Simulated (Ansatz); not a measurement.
Magnetic states of titanium, diamond

Method: Ansatz 0.2.0, DFT, PBE, plane waves (420 eV) with PAW, scalar-relativistic.

Each start was relaxed and then solved on a dense mesh, with Fermi-Dirac smearing of 0.05 eV (0.1 eV in a metal without spin) extrapolated to zero. Rows within 2 meV/atom of each other tie.

Task: Where does each start end, and how do the energies compare? Starts: ferromagnetic; non-magnetic.

Result: 
| start | ends | ΔE (meV/atom) | V (Å³/atom) |
| --- | --- | --- | --- |
| ferromagnetic | ferromagnetic, net 2.28 μB per atom | 0.0 | 27.42 |
| non-magnetic | spin not included | 203.2 | 23.15 |
